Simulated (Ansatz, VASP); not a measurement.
This is a calculation of Ti for VASP 6.6.1.

Contents of INCAR:

```
SYSTEM = Ti
ALGO     = Fast           ! electronic algorithm
EDIFF    = 1E-7           ! SCF threshold, eV
ENCUT    = 520            ! plane-wave cutoff, eV
GGA      = PE             ! functional
ISIF     = 2              ! what is computed and relaxed
ISMEAR   = -1             ! smearing method
LASPH    = .TRUE.         ! aspherical terms in the spheres
LCHARG   = .FALSE.        ! write CHGCAR
LREAL    = .FALSE.        ! projectors in reciprocal space
LWAVE    = .FALSE.        ! write WAVECAR
NBANDS   = 19             ! bands
NELM     = 100            ! most SCF steps
PREC     = Accurate       ! precision mode
SIGMA    = 0.05           ! smearing width, eV
```

KPOINTS

```
k-points
0
G
  10 10 6
  0 0 0
```

The input POSCAR:

```
Ti
1.0
    2.9500000000      0.0000000000      0.0000000000
   -1.4750000000      2.5547749412      0.0000000000
    0.0000000000      0.0000000000      4.6800000000
Ti
2
Direct
    0.6861620000      0.3268800000      0.7484870000
    0.3379730000      0.6729080000      0.2487300000
```

Potentials or basis: VASP PAW PBE potentials, release 64 (Ti_sv).

Run with:

```bash
$ cat potpaw_PBE.64/Ti_sv/POTCAR > POTCAR
$ mpirun -np 1 vasp_std > vasp.out
```

Task: Set up the same calculation for Ansatz 0.2.0. Potentials there: all-electron LAPW, scalar-relativistic.

Result: As run (the cutoff follows the program's own potentials):

File input.yaml:

```yaml
crystal:
  lattice:
    - [2.95, 0.0, 0.0]
    - [-1.475, 2.5547749412, 0.0]
    - [0.0, 0.0, 4.68]
  atoms:
    - { symbol: Ti, position: [0.686162, 0.32688, 0.748487] }
    - { symbol: Ti, position: [0.337973, 0.672908, 0.24873] }
kpoints:
  mp_grid: { grid: [10, 10, 6] }
scf:
  occupations: { method: fermi_dirac, width: 0.05 }
hamiltonian:
  xc: pbe
  pseudopotentials: { kind: all_electron, lapw: { basis_error: 0.001 } }
output:
  forces: true
  stress: true
  eigenvalues: true
  populations: true
```

Potentials or basis: all-electron LAPW, scalar-relativistic.

Launch:

```console
$ ansatz run input.yaml --threads 1 --pin off --max-ram 2560MiB --backend cpu --events-out ev --progress --plain --runs-dir out
```

Both were run:

|  | VASP | Ansatz | Ansatz less VASP |
| --- | --- | --- | --- |
| gap on the k mesh at the Fermi level (eV) | none | none | - |
| pressure (GPa) | -1.7 | -1.5 | +0.26 |
| largest component of the traceless stress (GPa) | 0.70 | 0.71 | +0.009 |
| rms of the force components (eV/Å) | 0.062 | 0.062 | +0.0003 |

Atom by atom the forces differ by 0.000 eV/Å (rms over components). A gap of «none» marks a metal or a gap that the smearing closes. Ansatz ran all-electron here, so the differences hold the error of VASP's frozen core and of both bases.
